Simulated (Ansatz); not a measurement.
The system is MoS2.

```
CELL_PARAMETERS angstrom
3.16900 0.00000 0.00000
-1.58450 2.74443 0.00000
0.00000 0.00000 12.32400
ATOMIC_POSITIONS crystal
Mo 0.66667 0.33333 0.75000
Mo 0.33333 0.66667 0.25000
S 0.66667 0.33333 0.37700
S 0.33333 0.66667 0.87700
S 0.66667 0.33333 0.12300
S 0.33333 0.66667 0.62300
```

Base run:

* Program: Ansatz 0.2.0
* Functional: BLYP
* Potentials or basis: Ansatz PAW
* Cutoff: 420 eV (not typed: the program's choice for these potentials)
* k mesh: 10 × 10 × 3
* Occupations: fermi-dirac, width 0.05 eV
* Spin: no spin polarisation

Its results: band gap on the k mesh 0.94 eV, indirect (least direct gap 1.86 eV); pressure 9.4 GPa; largest force 0.329 eV/Å.

**Question.** The run is repeated on the same cell with these changes: functional from BLYP to LDA. What comes out?

**Answer.** Band gap on the k mesh 0.85 eV, indirect (least direct gap 1.86 eV); pressure -5.7 GPa; largest force 0.481 eV/Å.

LDA binds more tightly than BLYP, so the same cell stands under less pressure.

Caveats: the PAW data sets come from PBE, with cores solved anew for the run's functional, which leaves a small shift of forces and pressure; this functional lacks dispersion, which binds the layers, so the pressure and a relaxed spacing across them are unreliable (some runs).

A k mesh can miss the band edges.
